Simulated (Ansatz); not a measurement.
# CuO (P-1) in Ansatz: notebook

One crystal, CuO, is run at these levels: PBE, PBEsol, RPBE; tasks: density of states, phonons, single point, equation of state, band structure.

All numbers are computed with Ansatz 0.2.0; they aren't measurements. Logs are shortened: lines on timing, memory, paths and dates and some standing lists are left out, and cuts for length are marked.

## 1. The crystal as given

The typed cell holds 4 atoms: a = 2.880 Å, b = 2.880 Å, c = 5.176 Å, α = 89.81°, β = 89.81°, γ = 89.22°.

The cell comes from a database or a generator and needn't be the stable form of this composition.

## 2. Density of states, PBE

Contents of input.yaml:

```yaml
crystal:
  lattice:
    - [2.8795009639, 0.0, 0.0]
    - [0.039072758, 2.8792794796, 0.0]
    - [0.0174953863, 0.0172449008, 5.1763391994]
  atoms:
    - { symbol: Cu, position: [0.0, 0.5, 0.0] }
    - { symbol: Cu, position: [0.5, 0.0, 0.5] }
    - { symbol: O, position: [0.99842397, 0.00167178, 0.7498871] }
    - { symbol: O, position: [0.00157603, 0.99832822, 0.2501129] }
hamiltonian:
  xc: pbe
  pseudopotentials: { kind: paw }
kpoints:
  mp_grid: { grid: [9, 9, 5] }
scf:
  occupations: { method: fermi_dirac, width: 0.05 }
  n_extra_bands: 10
output:
  forces: true
  stress: true
  eigenvalues: true
  dos: { projected: false, de: 0.05, nscf_kmesh: { grid: [14, 14, 8] } }
```

Potentials or basis: Ansatz PAW.

Launch:

```console
$ ansatz run input.yaml --threads 2 --pin off --max-ram 5632MiB --backend cpu --events-out ev --progress --plain --runs-dir out
```

The log of the run:

```text
Warning: RAYON_NUM_THREADS=2 ignored (pool sized by the plan → 2); use --threads N
scf.n_extra_bands = 10 over 25 filled bands (N_el = 50.0): the run solves 35 bands
Engine: ansatz 0.2.0, aarch64-unknown-linux-gnu
Pseudopotentials: kind: paw
Pseudopotential: Cu, paw, valence charge 19, recommended cutoff 420 eV (normal), Cu.paw.azcp
Pseudopotential: O, paw, valence charge 6, recommended cutoff 420 eV (normal), O.paw.azcp
Functional definition: PBE
  parameter kappa = 0.804
  parameter beta = 0.06672455060314922
  exchange = pbe_x(kappa = kappa, mu = beta*pi^2/3)
  correlation = pbe_c(beta = beta)
Crystal: 4 atoms, lattice volume = 42.916 Å³
Basis set: ecut = 420 eV, 827 PW (Γ), exchange–correlation on 40×40×72 points (8 copies of the dense FFT grid, shifted against one another)
Bands: 35, of which v1, the nominal top of the filled ones, is band 25 counted from 1 (24 counted from 0)
Symmetry: 2 space group operations
Space group: P-1 (ITA 2), of the structure as read, at distance tolerance 3.5e-5 Å
k-points: 203 of 405
Non-local potential: Cu, projectors of the file, l = 0: 3, l = 1: 2, l = 2: 3, l = 3: 1
Non-local potential: O, projectors of the file, l = 0: 2, l = 1: 2, l = 2: 1
PAW form: soft (Blöchl's): semilocal exchange-correlation on the pseudo side does not see the compensation charge
PAW one-centre angular grid: Cu, 590 points (default); XC on 64 Gauss nodes
PAW one-centre angular grid: O, 110 points (default); XC on 64 Gauss nodes
Initial density: superposition of atomic densities (neutral atoms: chi_scale 0, normalization atom), corrected by the library's trained network
Initial wavefunctions: pseudopotential atomic-orbital guess
Functional: x = pbe(κ = 0.804, μ = 0.2195149727645171), c = pbe(β = 0.06672455060314922)
SCF iter   1: F=—  HF=-14382.535274 eV  |F-HF|=—  |Δ(HF+E_count)|=         —  Δρ=5.75e-3  dr2=4.60e-3  ethr=1.77e-3  ⟨swp⟩=5.4  Hψ=27185  notcnv=0  defer=43
preconditioner: auto → LDOS  [metal: Δε(μ)=0.049 eV  Ē_g=15.594 eV  σ=0.050 eV  W_gap=0.24  n_scr=16 (ndim 8)  ℏωp=33.1 eV  f_vac=0.037  D(μ)=2.27/eV (n_scr^D=18)  β→1.0]
SCF iter   2: F=—  HF=-14382.534853 eV  |F-HF|=—  |Δ(HF+E_count)|=   4.21e-4  Δρ=1.38e-3  dr2=2.79e-4  ethr=9.21e-6  ⟨swp⟩=2.0  Hψ=11980  notcnv=0  defer=342
SCF iter   3: F=—  HF=-14382.534807 eV  |F-HF|=—  |Δ(HF+E_count)|=   4.63e-5  Δρ=4.96e-4  dr2=8.39e-5  ethr=5.58e-7  ⟨swp⟩=2.0  Hψ=7403  notcnv=0  defer=342
SCF iter   4: F=—  HF=-14382.534650 eV  |F-HF|=—  |Δ(HF+E_count)|=   1.57e-4  Δρ=1.25e-4  dr2=3.82e-6  ethr=1.68e-7  ⟨swp⟩=2.4  Hψ=8656  notcnv=0  defer=342
SCF iter   5: F=—  HF=-14382.534650 eV  |F-HF|=—  |Δ(HF+E_count)|=   7.48e-7  Δρ=1.72e-4  dr2=6.76e-6  ethr=7.64e-9  ⟨swp⟩=2.0  Hψ=11604  notcnv=0  defer=342
SCF iter   6: F=—  HF=-14382.534649 eV  |F-HF|=—  |Δ(HF+E_count)|=   1.73e-6  Δρ=2.97e-5  dr2=2.43e-7  ethr=7.64e-9  ⟨swp⟩=2.0  Hψ=9499  notcnv=0  defer=342
SCF iter   7: F=-14382.534649 eV  HF=-14382.534649 eV  |F-HF|=2.33e-8  |Δ(HF+E_count)|=   3.11e-8  Δρ=8.75e-6  dr2=2.10e-8  ethr=2.00e-10  ⟨swp⟩=7.5  Hψ=28701  notcnv=0
SCF 1 converged in 7 iterations: F = -14382.534649 eV  dr2 = 2.10e-8
NSCF: frozen V_eff on 788 k-points
SCF converged after 7 iterations
Free energy (F): -14382.534649 eV
Harris-Foulkes:  -14382.534649 eV  (|F-HF|=2.33e-8)
Internal energy: -14382.515318 eV  (E = F + TS)
E sigma→0 (E₀):  -14382.524983 eV
Entropy (-TS):   -0.019330 eV (-4.833 meV/atom)
Fermi energy:    11.438599 eV
--- Per-component energies (eV) ---
  E_band       = -903.809384
  E_kinetic    = 943.088390
  E_local      = -10027.922552  (includes V_loc(G=0)·N_el)
  E_nonlocal   = 875.602872
  E_hartree    = 4343.297827
  E_xc         = -324.115014
  E_vxc        = -416.062556  (∫ρ·V_xc dr)
  E_paw        = -3636.774215  (= ΣΔE_a)
  E_vpaw       = -965.100660  (= ΣTr[D̂ρ^β])
  E_aug_tail   = 0.005570  (compensation charges beyond the density's cutoff)
  E_ewald      = -6555.698196
  E_smearing   = -0.019330  (= −TS)
  E_closure    = -0.000000  (closes the sum)
  Σ components = -14382.534649   (vs F -14382.534649, Δ=0.00e0)
--- Forces (eV/Å), atoms counted from 1 ---
  atom   1  Cu     0.00000000     0.00000000     0.00000000
  atom   2  Cu     0.00000000     0.00000000     0.00000000
  atom   3  O      0.00333341    -0.00484237     0.00991587
  atom   4  O     -0.00333341     0.00484237    -0.00991587
  max |Σ_I F_I| component: 0.00e0 eV/Å
--- Stress (GPa, compression-positive) ---
        6.465832      -0.047189       0.001372
       -0.047189       6.419001       0.015078
        0.001371       0.015078       4.579650
  P = ⅓ Tr σ = 5.8215 GPa (58.215 kbar)
--- Band table (eV; the first three rows and the last of 203) ---
  k-point 0: bands = ["-101.3645", "-101.3606", "-58.8583", "-58.8539", "-58.8211", "-58.8136", "-58.5243", "-58.5217", "-8.6172", "-7.3023", "3.0211", "5.8634", "5.8911", "7.5568", "7.9453", "7.9498", "7.9919", "8.2899", "8.6518", "8.9734", "8.9840", "9.0203", "9.1033", "9.3908", "12.1051", "12.1386", "12.9159", "17.6083", "18.7633", "25.0844", "26.1810", "26.2052", "26.4806", "27.1215", "27.6819"]
  k-point 1: bands = ["-101.3645", "-101.3606", "-58.8583", "-58.8539", "-58.8207", "-58.8141", "-58.5243", "-58.5217", "-8.5116", "-7.4541", "3.4087", "5.8839", "5.9075", "7.3045", "7.7229", "7.7379", "7.7433", "7.9892", "8.8726", "9.0282", "9.0952", "9.2914", "9.3086", "9.3104", "11.9381", "11.9683", "13.4279", "16.6886", "19.9986", "25.1970", "25.7253", "26.4013", "26.4082", "26.8941", "27.6313"]
  k-point 2: bands = ["-101.3645", "-101.3607", "-58.8583", "-58.8539", "-58.8198", "-58.8151", "-58.5243", "-58.5217", "-8.2193", "-7.8191", "4.4546", "5.8866", "5.9226", "5.9341", "7.5025", "7.5032", "7.8269", "7.9484", "8.9810", "9.0489", "9.0740", "9.1200", "9.7851", "9.7943", "11.6083", "11.6241", "14.4585", "15.5564", "21.9503", "24.0249", "25.5502", "26.1615", "26.8426", "26.8792", "27.4657"]
  k-point 202: bands = ["-101.3636", "-101.3599", "-58.8727", "-58.8548", "-58.8178", "-58.8141", "-58.5336", "-58.5248", "-7.8507", "-7.1648", "4.3010", "4.4359", "5.5770", "5.8912", "6.9838", "7.2477", "8.2705", "8.7166", "8.7650", "8.9565", "9.1263", "9.3638", "9.5567", "9.8631", "11.3278", "11.9160", "15.3882", "17.0349", "19.2080", "22.1138", "23.0289", "25.5413", "25.6897", "28.4017", "28.8710"]
```

It took 15 s on 2 threads of Arm Neoverse V2, shared host; peak memory 0.7 GiB.

Results:

```
Free energy                          : -14382.5346 eV
Pressure                             : 5.8 GPa
Largest force                        : 0.012 eV/Å
Band gap on the k mesh               : none (metal or under the smearing width)
Density of states at the Fermi level : 2.34 states/eV per cell
```

Forces on the atoms (eV/Å):
```
Cu   0.000  0.000  0.000
Cu   0.000  0.000  0.000
O    0.003 -0.005  0.010
O   -0.003  0.005 -0.010
```

Stress tensor (GPa, compression positive):
```
 6.47 -0.05  0.00
-0.05  6.42  0.02
 0.00  0.02  4.58
```

States per cell in windows of 1 eV (zero at the Fermi level; states under -8 eV left out):
```tsv
from (eV)	total
-8.0	1.20
-7.0	3.05
-6.0	4.39
-5.0	2.56
-4.0	2.76
-3.0	10.99
-2.0	3.15
-1.0	1.92
0.0	1.88
1.0	0.04
2.0	0.21
3.0	0.90
4.0	1.21
5.0	1.57
6.0	0.10
7.0	0.23
```

Caveat: the pressure holds a Pulay correction of +0.7 GPa for the finite cutoff; the run has no spin polarisation, though such a crystal can be magnetic; semilocal functionals often make such compounds metallic where correlation or magnetic order opens a gap, which also shifts bond lengths. With open d or f shells a metallic result of PBE can be an artefact of self-interaction; +U or a hybrid may open a gap.

## 3. Phonons, PBEsol

input.yaml: that of step 2 with these lines changed.

```diff
@@ -11,13 +11,9 @@
 hamiltonian:
-  xc: pbe
+  xc: pbesol
   pseudopotentials: { kind: paw }
 kpoints:
-  mp_grid: { grid: [9, 9, 5] }
+  mp_grid: { grid: [8, 8, 5] }
 scf:
   occupations: { method: fermi_dirac, width: 0.05 }
-  n_extra_bands: 10
-output:
-  forces: true
-  stress: true
-  eigenvalues: true
-  dos: { projected: false, de: 0.05, nscf_kmesh: { grid: [14, 14, 8] } }
+phonons:
+  method: dfpt
```

Potentials or basis: Ansatz PAW.

Launch:

```console
$ ansatz run input.yaml --threads 2 --pin off --max-ram 5632MiB --backend cpu --events-out ev --progress --plain --runs-dir out
```

The log of the run:

```text
Warning: RAYON_NUM_THREADS=2 ignored (pool sized by the plan → 2); use --threads N
Engine: ansatz 0.2.0, aarch64-unknown-linux-gnu
Pseudopotentials: kind: paw
Pseudopotential: Cu, paw, valence charge 19, recommended cutoff 420 eV (normal), Cu.paw.azcp
Pseudopotential: O, paw, valence charge 6, recommended cutoff 420 eV (normal), O.paw.azcp
Functional definition: PBEsol
  exchange = pbesol_x
  correlation = pbesol_c
Crystal: 4 atoms, lattice volume = 42.916 Å³
Basis set: ecut = 420 eV, 827 PW (Γ), exchange–correlation on 40×40×72 points (8 copies of the dense FFT grid, shifted against one another)
Bands: 30, of which v1, the nominal top of the filled ones, is band 25 counted from 1 (24 counted from 0)
Symmetry: 2 space group operations
k-points: 162 of 320 (irreducible under 1 space group operation, time reversal used)
Non-local potential: Cu, projectors of the file, l = 0: 3, l = 1: 2, l = 2: 3, l = 3: 1
Non-local potential: O, projectors of the file, l = 0: 2, l = 1: 2, l = 2: 1
PAW form: soft (Blöchl's): semilocal exchange-correlation on the pseudo side does not see the compensation charge
PAW frozen core: Cu, regenerated for the run's functional, and the local potential with it (the file was generated under x = pbe(κ = 0.804, μ = 0.2195149727645171), c = pbe(β = 0.06672455060314922))
PAW frozen core: O, regenerated for the run's functional, and the local potential with it (the file was generated under x = pbe(κ = 0.804, μ = 0.2195149727645171), c = pbe(β = 0.06672455060314922))
PAW one-centre angular grid: Cu, 590 points (default); XC on 64 Gauss nodes
PAW one-centre angular grid: O, 110 points (default); XC on 64 Gauss nodes
Initial density: superposition of atomic densities (neutral atoms: chi_scale 0, normalization atom), corrected by the library's trained network
Initial wavefunctions: pseudopotential atomic-orbital guess
Functional: x = pbesol(κ = 0.804, μ = 0.12345679012345678), c = pbesol(β = 0.046)
SCF iter   1: F=—  HF=-14296.586723 eV  |F-HF|=—  |Δ(HF+E_count)|=         —  Δρ=1.90e-2  dr2=1.06e-1  ethr=1.77e-3  ⟨swp⟩=5.6  Hψ=17369  notcnv=0
preconditioner: auto → LDOS  [metal: Δε(μ)=0.061 eV  Ē_g=11.219 eV  σ=0.050 eV  W_gap=0.29  n_scr=16 (ndim 8)  ℏωp=33.1 eV  f_vac=0.037  D(μ)=1.98/eV (n_scr^D=16)  β→1.0]
SCF iter   2: F=—  HF=-14296.619311 eV  |F-HF|=—  |Δ(HF+E_count)|=   3.26e-2  Δρ=2.87e-2  dr2=1.85e-1  ethr=2.11e-4  ⟨swp⟩=2.4  Hψ=11126  notcnv=0  recentre
SCF iter   3: F=—  HF=-14296.555291 eV  |F-HF|=—  |Δ(HF+E_count)|=   6.40e-2  Δρ=3.64e-3  dr2=4.67e-3  ethr=2.11e-4  ⟨swp⟩=2.3  Hψ=9450  notcnv=0
SCF iter   4: F=—  HF=-14296.554155 eV  |F-HF|=—  |Δ(HF+E_count)|=   1.14e-3  Δρ=1.69e-3  dr2=8.22e-4  ethr=9.35e-6  ⟨swp⟩=2.2  Hψ=8078  notcnv=0
SCF iter   5: F=—  HF=-14296.554030 eV  |F-HF|=—  |Δ(HF+E_count)|=   1.25e-4  Δρ=4.02e-4  dr2=4.44e-5  ethr=1.64e-6  ⟨swp⟩=2.2  Hψ=6696  notcnv=0
SCF iter   6: F=—  HF=-14296.554026 eV  |F-HF|=—  |Δ(HF+E_count)|=   3.89e-6  Δρ=9.29e-5  dr2=2.23e-6  ethr=8.88e-8  ⟨swp⟩=2.0  Hψ=6194  notcnv=0
SCF iter   7: F=—  HF=-14296.554026 eV  |F-HF|=—  |Δ(HF+E_count)|=   3.85e-7  Δρ=3.09e-5  dr2=2.51e-7  ethr=4.45e-9  ⟨swp⟩=2.3  Hψ=7459  notcnv=0
SCF iter   8: F=—  HF=-14296.554026 eV  |F-HF|=—  |Δ(HF+E_count)|=   5.47e-9  Δρ=7.41e-6  dr2=1.43e-8  ethr=5.01e-10  ⟨swp⟩=1.6  Hψ=6778  notcnv=0
SCF iter   9: F=—  HF=-14296.554026 eV  |F-HF|=—  |Δ(HF+E_count)|=  4.62e-10  Δρ=9.78e-7  dr2=2.54e-10  ethr=2.86e-11  ⟨swp⟩=2.3  Hψ=7366  notcnv=0
SCF iter  10: F=—  HF=-14296.554026 eV  |F-HF|=—  |Δ(HF+E_count)|=  9.09e-12  Δρ=2.89e-7  dr2=2.28e-11  ethr=1.00e-12  ⟨swp⟩=1.0  Hψ=4869  notcnv=0
SCF iter  11: F=-14296.554026 eV  HF=-14296.554026 eV  |F-HF|=5.46e-12  |Δ(HF+E_count)|=  3.64e-12  Δρ=4.71e-8  dr2=6.34e-13  ethr=1.00e-12  ⟨swp⟩=5.0  Hψ=18980  notcnv=0
SCF 1 converged in 11 iterations: F = -14296.554026 eV  dr2 = 6.34e-13
DFPT response loops at Γ: preconditioner auto → Kerker (q_TF=auto, 2.799 Å⁻¹) (partly filled bands, converged f_vac=0.032); β = 1.00, the filter's whole step (`scf.mixing.beta` (0.50) is not read by the response loops under this deck's `scf.mixing.preconditioner`; to damp them name `kerker` or `kerker_dos`, under which they read `scf.mixing.beta`, and type it under 1.00, their step now; both keys bind the ground state too); Broyden in place of MSR1
SCF converged after 11 iterations
Free energy (F): -14296.554026 eV
Harris-Foulkes:  -14296.554026 eV  (|F-HF|=5.46e-12)
Internal energy: -14296.535992 eV  (E = F + TS)
E sigma→0 (E₀):  -14296.545009 eV
Entropy (-TS):   -0.018034 eV (-4.508 meV/atom)
Fermi energy:    11.263024 eV
--- Per-component energies (eV) ---
  E_band       = -908.854326
  E_kinetic    = 941.341609
  E_local      = -10023.273448  (includes V_loc(G=0)·N_el)
  E_nonlocal   = 879.744611
  E_hartree    = 4333.830416
  E_xc         = -320.653010
  E_vxc        = -413.710218  (∫ρ·V_xc dr)
  E_paw        = -3552.316450  (= ΣΔE_a)
  E_vpaw       = -960.623248  (= ΣTr[D̂ρ^β])
  E_aug_tail   = 0.005495  (compensation charges beyond the density's cutoff)
  E_ewald      = -6555.698196
  E_core_change = 0.482980  (= ΣΔE_core)
  E_smearing   = -0.018034  (= −TS)
  E_closure    = -0.000000  (closes the sum)
  Σ components = -14296.554026   (vs F -14296.554026, Δ=0.00e0)
--- Band table (eV; the first three rows and the last of 162) ---
  k-point 0: bands = ["-101.2084", "-101.2047", "-58.8555", "-58.8511", "-58.8161", "-58.8086", "-58.5200", "-58.5174", "-8.7225", "-7.3775", "2.7815", "5.6660", "5.6941", "7.3688", "7.7688", "7.7732", "7.8165", "8.1260", "8.4772", "8.8104", "8.8211", "8.8639", "8.9480", "9.2381", "11.9387", "11.9721", "12.6823", "17.2998", "18.5420", "24.7372"]
  k-point 1: bands = ["-101.2084", "-101.2047", "-58.8555", "-58.8511", "-58.8157", "-58.8091", "-58.5200", "-58.5174", "-8.6151", "-7.5337", "3.1748", "5.6859", "5.7097", "7.1193", "7.5375", "7.5633", "7.5673", "7.8135", "8.7099", "8.8719", "8.9398", "9.1311", "9.1484", "9.1517", "11.7685", "11.7986", "13.1978", "16.4223", "19.7387", "24.8478"]
  k-point 2: bands = ["-101.2085", "-101.2047", "-58.8555", "-58.8511", "-58.8147", "-58.8101", "-58.5200", "-58.5174", "-8.3171", "-7.9081", "4.2341", "5.6827", "5.7232", "5.7349", "7.3299", "7.3306", "7.6442", "7.7706", "8.8201", "8.8928", "8.9182", "8.9606", "9.6289", "9.6383", "11.4306", "11.4466", "14.2272", "15.3131", "21.6746", "23.7388"]
  k-point 161: bands = ["-101.2069", "-101.2031", "-58.8699", "-58.8654", "-58.8117", "-58.8075", "-58.5314", "-58.5289", "-7.3020", "-7.1731", "4.9084", "4.9679", "5.5002", "5.5532", "5.6042", "5.6239", "8.1437", "8.4080", "8.9164", "8.9212", "9.1866", "9.1909", "9.9174", "9.9212", "10.4066", "11.2470", "14.5186", "15.8317", "21.7598", "21.9475"]
--- Phonons (Γ-DFPT): 9 representative perturbations + reference, on 162 of 320 k-points (Σ response iterations 32) ---
  k mesh reduced under 1 symmetry operation, with k and −k counted as one. Each operation leaves every solved perturbation unchanged. A smaller set is not used because it would not reduce the number of displacements times k-points to solve
  ASR residual: 1.259e-3 → 0.000e0 eV/Å²; symmetrization residual: 6.053e-6 eV/Å²
  ASR residual per site (eV/Å²): 1.18e-3 1.26e-3 3.14e-4 3.14e-4
  Γ frequencies (cm⁻¹): 0.00 0.00 0.00 174.47 175.26 289.68 299.59 301.32 466.63 469.43 499.90 526.83
  non-analytic LO–TO correction: not included (Born effective charges unavailable; polar crystals: no LO–TO splitting at Γ)
```

second_order_force_constants.tsv:

```text
# format = ansatz-second-order-force-constants/2
# a1_ang = 2.8795009639e0 0e0 0e0
[... 32 lines left out ...]
1	1	0	0	0	1	1.5157122379587094e1	-1.1314635924637384e-2	1.66216585371839e-3	-1.1314635924637384e-2	4.875917754593843e0	5.8993419475926456e-2	1.6621658537183891e-3	5.8993419475926456e-2	1.5710283400903478e1
[... 8 lines left out ...]
3	2	0	0	0	2	2.1706106927794853e0	2.0805001595420727e-2	-1.5510215692802753e-2	2.0805001595420727e-2	2.1724188092810737e0	-1.6258984565421478e-2	-1.5510215692802753e-2	-1.6258984565421478e-2	-2.2920901996449743e0
3	3	0	0	0	3	7.5057944395621e0	4.030698852841859e-2	4.1245889079172524e-2	4.0306988528418575e-2	7.460435080017606e0	5.095303805955501e-2	4.1245889079172524e-2	5.095303805955501e-2	1.4036647175633945e1
```

Wall time 80 s (2 threads of Arm Neoverse V2, shared host); peak memory 0.91 GiB.

What came out:

- Free energy: -14296.5540 eV
- Band gap on the k mesh: none (metal or under the smearing width)
- Highest phonon frequency at Γ: 527 cm⁻¹

Phonon frequencies in cm⁻¹ (negative: imaginary):
| q point | frequencies |
| --- | --- |
| (0.000, 0.000, 0.000) | 0 0 0 174 175 290 300 301 467 469 500 527 |

Caveat: the run has no spin polarisation, though such a crystal can be magnetic; semilocal functionals often make such compounds metallic where correlation or magnetic order opens a gap, which also shifts bond lengths; the PAW data sets come from PBE, with cores solved anew for the run's functional, which leaves a small shift of forces and pressure. With open d or f shells a metallic result of PBEsol can be an artefact of self-interaction; +U or a hybrid may open a gap.

[end of part 1 of 2]
